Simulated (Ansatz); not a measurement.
# HfO2: the cost of one run

Computed with Ansatz 0.2.0 (DFT PBE, scalar-relativistic, plane waves, PAW, unless a step's input says otherwise).

## (1) The structure to begin with

The structure is monoclinic, space group P2_1/c (No. 14). The conventional cell has a = 5.118 Å, b = 5.186 Å, c = 5.284 Å, α = 90.00°, β = 99.35°, γ = 90.00°. Hf (site symmetry 1) has 7 O at 2.03 to 2.25 Å as nearest neighbours. O (site symmetry 1) is surrounded by 4 Hf at 2.14 to 2.25 Å. Around O (site symmetry 1) lie 3 Hf at 2.03 to 2.12 Å.

Coordinates:

```
Hf O
1.0
     4.25934   -5.18570    5.21387
    -4.25934   -5.18570   -5.21387
     5.97666    5.18570   -5.21387
Hf O
16 32
Direct
  0.11790 0.87615 0.03375
  0.11790 0.37615 0.53375
  0.61790 0.37615 0.03375
  0.61790 0.87615 0.53375
  0.59240 0.58415 0.71625
  0.59240 0.08415 0.21625
  0.09240 0.08415 0.71625
  0.09240 0.58415 0.21625
  0.38210 0.12385 0.46625
  0.38210 0.62385 0.96625
  0.88210 0.62385 0.46625
  0.88210 0.12385 0.96625
  0.90760 0.41585 0.78375
  0.90760 0.91585 0.28375
  0.40760 0.91585 0.78375
  0.40760 0.41585 0.28375
  0.34530 0.88090 0.98430
  0.34530 0.38090 0.48430
  0.84530 0.38090 0.98430
  0.84530 0.88090 0.48430
  0.14660 0.86100 0.26570
  0.14660 0.36100 0.76570
  0.64660 0.36100 0.26570
  0.64660 0.86100 0.76570
  0.15470 0.11910 0.51570
  0.15470 0.61910 0.01570
  0.65470 0.61910 0.51570
  0.65470 0.11910 0.01570
  0.35340 0.13900 0.23430
  0.35340 0.63900 0.73430
  0.85340 0.63900 0.23430
  0.85340 0.13900 0.73430
  0.87130 0.66085 0.86375
  0.87130 0.16085 0.36375
  0.37130 0.16085 0.86375
  0.37130 0.66085 0.36375
  0.54710 0.50755 0.88625
  0.54710 0.00755 0.38625
  0.04710 0.00755 0.88625
  0.04710 0.50755 0.38625
  0.62870 0.33915 0.63625
  0.62870 0.83915 0.13625
  0.12870 0.83915 0.63625
  0.12870 0.33915 0.13625
  0.95290 0.49245 0.61375
  0.95290 0.99245 0.11375
  0.45290 0.99245 0.61375
  0.45290 0.49245 0.11375
```

The runs take a perfect supercell of 48 atoms; the defect goes to fractional position (0.345, 0.881, 0.984).

## (2) The perfect supercell

input.yaml reads:

```yaml
crystal:
  lattice:
    - [4.259337, -5.1857, 5.213867]
    - [-4.259337, -5.1857, -5.213867]
    - [5.976663, 5.1857, -5.213867]
  atoms:
    - { symbol: Hf, position: [0.1179, 0.87615, 0.03375] }
    - { symbol: Hf, position: [0.1179, 0.37615, 0.53375] }
    - { symbol: Hf, position: [0.6179, 0.37615, 0.03375] }
    - { symbol: Hf, position: [0.6179, 0.87615, 0.53375] }
    - { symbol: Hf, position: [0.5924, 0.58415, 0.71625] }
    - { symbol: Hf, position: [0.5924, 0.08415, 0.21625] }
    - { symbol: Hf, position: [0.0924, 0.08415, 0.71625] }
    - { symbol: Hf, position: [0.0924, 0.58415, 0.21625] }
    - { symbol: Hf, position: [0.3821, 0.12385, 0.46625] }
    - { symbol: Hf, position: [0.3821, 0.62385, 0.96625] }
    - { symbol: Hf, position: [0.8821, 0.62385, 0.46625] }
    - { symbol: Hf, position: [0.8821, 0.12385, 0.96625] }
    - { symbol: Hf, position: [0.9076, 0.41585, 0.78375] }
    - { symbol: Hf, position: [0.9076, 0.91585, 0.28375] }
    - { symbol: Hf, position: [0.4076, 0.91585, 0.78375] }
    - { symbol: Hf, position: [0.4076, 0.41585, 0.28375] }
    - { symbol: O, position: [0.3453, 0.8809, 0.9843] }
    - { symbol: O, position: [0.3453, 0.3809, 0.4843] }
    - { symbol: O, position: [0.8453, 0.3809, 0.9843] }
    - { symbol: O, position: [0.8453, 0.8809, 0.4843] }
    - { symbol: O, position: [0.1466, 0.861, 0.2657] }
    - { symbol: O, position: [0.1466, 0.361, 0.7657] }
    - { symbol: O, position: [0.6466, 0.361, 0.2657] }
    - { symbol: O, position: [0.6466, 0.861, 0.7657] }
    - { symbol: O, position: [0.1547, 0.1191, 0.5157] }
    - { symbol: O, position: [0.1547, 0.6191, 0.0157] }
    - { symbol: O, position: [0.6547, 0.6191, 0.5157] }
    - { symbol: O, position: [0.6547, 0.1191, 0.0157] }
    - { symbol: O, position: [0.3534, 0.139, 0.2343] }
    - { symbol: O, position: [0.3534, 0.639, 0.7343] }
    - { symbol: O, position: [0.8534, 0.639, 0.2343] }
    - { symbol: O, position: [0.8534, 0.139, 0.7343] }
    - { symbol: O, position: [0.8713, 0.66085, 0.86375] }
    - { symbol: O, position: [0.8713, 0.16085, 0.36375] }
    - { symbol: O, position: [0.3713, 0.16085, 0.86375] }
    - { symbol: O, position: [0.3713, 0.66085, 0.36375] }
    - { symbol: O, position: [0.5471, 0.50755, 0.88625] }
    - { symbol: O, position: [0.5471, 0.00755, 0.38625] }
    - { symbol: O, position: [0.0471, 0.00755, 0.88625] }
    - { symbol: O, position: [0.0471, 0.50755, 0.38625] }
    - { symbol: O, position: [0.6287, 0.33915, 0.63625] }
    - { symbol: O, position: [0.6287, 0.83915, 0.13625] }
    - { symbol: O, position: [0.1287, 0.83915, 0.63625] }
    - { symbol: O, position: [0.1287, 0.33915, 0.13625] }
    - { symbol: O, position: [0.9529, 0.49245, 0.61375] }
    - { symbol: O, position: [0.9529, 0.99245, 0.11375] }
    - { symbol: O, position: [0.4529, 0.99245, 0.61375] }
    - { symbol: O, position: [0.4529, 0.49245, 0.11375] }
basis:
  ecutwfc: 420
  fft_grid_basis: typed
kpoints:
  mp_grid: { grid: [2, 2, 2] }
hamiltonian:
  xc: pbe
  pseudopotentials: { kind: paw }
scf:
  occupations: { method: gaussian, width: 0.05 }
output:
  forces: true
  stress: false
  eigenvalues: true
  bader: false
  write_density: true
  volumetric_format: npy
```

Launch:

```console
$ ansatz run input.yaml --threads 4 --pin off --max-ram 10240MiB --backend cpu --events-out ev --progress --plain --runs-dir out
```

Q: Estimate wall time and peak memory on 4 threads of AMD EPYC 7R43 (Zen 3), shared host.

About 33 s, with a peak of 4 GiB.
